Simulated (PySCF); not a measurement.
Runs of PySCF 2.14.0 on Si. Symmetry: Fd-3m, No. 227, cubic system. Conventional cell: a = 5.444 Å, b = 5.444 Å, c = 5.444 Å, α = 90.00°, β = 90.00°, γ = 90.00°. Si (site symmetry -43m) is surrounded by 4 Si at 2.36 Å. 

```csv
task,level,potentials or basis,k mesh,smearing,symmetry,density cutoff,exponents discarded below (exp_to_discard),potentials,gaussian width of the DOS,mesh quality,gap on the mesh (eV),V0 of scaled cells (Å³/atom),B0 (GPa)
density of states,PBEsol,DZVP-MOLOPT-SR/GTH-PBE (potentials made for PBE),8 × 8 × 8,fermi-dirac 0.05 eV,yes,50 Ha,0.02 1/bohr^2,Si GTH-PBE-q4,0.15 eV,not flagged,0.56,-,-
atomic charges,PBE,gth-tzvp/gth-pbe (potentials made for PBE),2 × 2 × 2,fixed,-,50 Ha,0.02 1/bohr^2,Si gth-pbe,-,coarse,0.67,-,-
equation of state,PBEsol,DZVP-MOLOPT-SR/GTH-PBE (potentials made for PBE),8 × 8 × 8,fermi-dirac 0.05 eV,yes,50 Ha,0.02 1/bohr^2,Si GTH-PBE-q4,-,not flagged,-,20.26,92
atomic charges,PBE0,gth-tzvp/gth-pbe (potentials made for PBE),2 × 2 × 2,fixed,-,50 Ha,0.02 1/bohr^2,Si gth-pbe,-,coarse,2.49,-,-
atomic charges,r2SCAN0,pob-tzvp-rev2 (all-electron),2 × 2 × 2,fixed,-,-,0.1 1/bohr^2,-,-,coarse,(a),-,-
equation of state,LDA,DZVP-MOLOPT-SR/GTH-PBE (potentials made for PBE),6 × 6 × 6,fermi-dirac 0.05 eV,no,50 Ha,0.02 1/bohr^2,Si GTH-PBE-q4,-,not flagged,-,(b),92
```

Alike in all rows: no spin polarisation; cell as given.

**Question.** Fill in the values left out.

**Answer.** (a) 2.82; (b) 20.29.

Caveats: some runs use coarse meshes; the basis of atomic orbitals isn't converged, which shifts pressures, moduli and gaps; the potentials were made for another functional, which shifts forces and pressure (some runs); on so small a mesh gaps with full-range exact exchange can be off by tenths of an eV to over 1 eV (some runs); the default atom-centred grid shifts energies of crystals by up to some 10 meV an atom and pressures by some 0.5 GPa (some runs).

A k mesh can miss the band edges.

Not every run made on this cell is shown here.
